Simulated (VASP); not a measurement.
CoO: single point with PBE+U

CoO:

```
Co O
1.0
     0.00000    2.57053    2.57053
     2.57053    0.00000    2.57053
     2.57053    2.57053    0.00000
Co O
2 2
Direct
  0.00000 0.00000 0.00000
  0.50000 0.50000 0.50000
  0.25000 0.25000 0.25000
  0.75000 0.75000 0.75000
```

Measurements of this composition are mostly on another form, of space group No. 225.

```json
{
 "Program": "VASP 6.6.1",
 "Task": "single point",
 "Functional": "PBE",
 "Potentials or basis": "VASP PAW PBE potentials, release 64 (Co, O)",
 "Cutoff": "520 eV",
 "k mesh": "6 × 6 × 6",
 "Occupations": "gaussian, width 0.05 eV",
 "Spin": "collinear spin, ferrimagnetic start",
 "Starting moments": "[2.0, -1.0, 0.0, 0.0] μB",
 "Hubbard terms": "Co d U = 7 eV",
 "Supercell matrix": "[0, 1, 1, 1, 0, 1, 1, 1, 0]",
 "Further INCAR settings": "ALGO = Normal; EDIFF = 1e-07; NBANDS = 27"
}
```

```yaml
Pressure: 14.4 GPa
Band_gap_on_the_k_mesh: 2.41 eV
Net_moment: 0.00 μB per cell
Site_moments: Co +2.79, -2.79; O +0.00 μB
Valence_electrons_inside_the_program's_atomic_spheres: Co 7.89; O 5.02
```

Levels at points of the mesh, in eV from the valence-band top:
Spin up:
```csv
k point,band 11,band 12,band 13,band 14,band 15,band 16,band 17,band 18,band 19,band 20
"(0.00, 0.00, 0.00)",-2.49,-2.49,-1.22,-1.22,-1.22,2.41,4.81,4.81,4.81,7.94
"(0.50, 0.00, 0.00)",-4.12,-2.44,-2.44,-1.53,-1.53,3.67,4.34,4.34,7.33,7.80
"(0.50, 0.50, 0.00)",-3.07,-2.59,-0.66,-0.66,-0.17,3.67,4.22,4.22,6.43,7.73
```
Spin down:
```tsv
k point	band 13	band 14	band 15	band 16	band 17	band 18
(0.00, 0.00, 0.00)	-1.22	-1.22	-1.22	2.41	4.81	4.81
(0.50, 0.00, 0.00)	-2.44	-1.53	-1.52	3.67	4.34	4.34
(0.50, 0.50, 0.00)	-0.66	-0.66	-0.17	3.67	4.22	4.22
```

Eigenvalues of the final occupation matrices:
| site | spin | trace | eigenvalues |
| --- | --- | --- | --- |
| site 1 d | 1 | 4.99 | 0.98 0.98 1.01 1.01 1.01 |
| site 1 d | 2 | 2.22 | 0.09 0.09 0.09 0.97 0.97 |
| site 2 d | 1 | 2.22 | 0.09 0.09 0.09 0.97 0.97 |
| site 2 d | 2 | 4.99 | 0.98 0.98 1.01 1.01 1.01 |

Wall time 94 s on 1 thread of AMD EPYC 7R43 64-Core Processor (Zen 3), on a shared host, peak memory 0.14 GiB.

A k mesh can miss the band edges. The state reached can hang on the start; a lower one may exist.
